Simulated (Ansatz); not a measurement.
## Pb in Ansatz: convergence with k mesh

Pb:

```
CELL_PARAMETERS angstrom
-1.97966 1.97966 1.97966
1.97966 -1.97966 1.97966
1.97966 1.97966 -1.97966
ATOMIC_POSITIONS crystal
Pb 0.00000 0.00000 0.00000
```

This isn't the form of Pb at room conditions, which is fcc.

- Program: Ansatz 0.2.0
- Task: convergence study
- Functional: PBE0
- Potentials or basis: Ansatz PAW
- Cutoff: 420 eV (not typed: the program's choice for these potentials)
- k mesh: 3 × 3 × 3
- Occupations: gaussian, width 0.05 eV
- Spin: no spin polarisation

These are the settings of the first run; the series varies k mesh, with any setting tied to it.

Hardware: 2 threads of Intel(R) Xeon(R) Platinum 8488C (Sapphire Rapids) (shared host).

```csv
k mesh,"energy less the tightest run, at zero smearing (meV/atom)",pressure (GPa),SCF cycles,CPU time (s),peak memory (GiB)
3 × 3 × 3,51.62,-1.35,21,3.9,0.42
4 × 4 × 4,242.12,-1.69,20,6.2,0.5
5 × 5 × 5,46.80,1.53,19,11,0.64
7 × 7 × 7,-38.44,-1.04,17,28,1.1
9 × 9 × 9,15.63,-0.84,12,56,2
11 × 11 × 11,-1.98,-0.21,20,120,3.2
13 × 13 × 13,0.00,-0.36,18,240,3.9
15 × 15 × 15,timed out after 800 s,-,-,-,-
```

Not settled before the last step: the energy (to 1 meV/atom), the pressure (to 0.1 GPa). Meshes of other sizes hit other points, so gaps and Fermi surfaces needn't settle smoothly. The tightest run that finished is the yardstick and may itself not be fully converged.

Caveat, for the tightest run too: the PAW data sets come from PBE, with cores solved anew for the run's functional, which leaves a small shift of forces and pressure; the thresholds are loose for stress. Spin-orbit coupling is left out, which matters for the levels of Pb.
